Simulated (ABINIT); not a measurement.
InPd:

```
CELL_PARAMETERS angstrom
3.27188 0.00000 0.00000
0.00000 3.27188 0.00000
0.00000 0.00000 3.27188
ATOMIC_POSITIONS crystal
In 0.00000 0.00000 0.00000
Pd 0.50000 0.50000 0.50000
```

The cell comes from a database or a generator and needn't be the stable form of this composition.

* Program: ABINIT 10.8.3 (patched build)
* Task: single point
* Functional: PBEsol
* Potentials or basis: PseudoDojo NC SR PBEsol v0.4.1 standard
* Cutoff: 1116 eV
* k mesh: 8 × 8 × 8
* Occupations: fermi-dirac, width 0.05 eV
* Spin: no spin polarisation

On this cell: pressure -2.8 GPa; largest force zero by symmetry; band gap on the k mesh none (metal or under the smearing width).

The same run follows on a disturbed copy (atoms moved at random, drawn with an rms of 0.05 Å):

```xyz
2
Lattice="3.2719 0.0000 0.0000 0.0000 3.2719 0.0000 0.0000 0.0000 3.2719" Properties=species:S:1:pos:R:3 pbc="T T T"
In   -0.0221    0.0011    0.0274
Pd    1.6003    1.6584    1.6093
```

Q: What changes?

A: The energy (extrapolated to zero smearing) moves by +3.4 meV/atom; pressure -2.6 GPa; largest force 0.228 eV/Å; band gap on the k mesh none (metal or under the smearing width).

Forces in eV/Å, atoms in the order of the input:
```
In  -0.052  0.083 -0.206
Pd   0.052 -0.083  0.206
```

Stress tensor (GPa, compression positive):
```
-2.57 -0.03  0.07
-0.03 -2.58 -0.11
 0.07 -0.11 -2.67
```
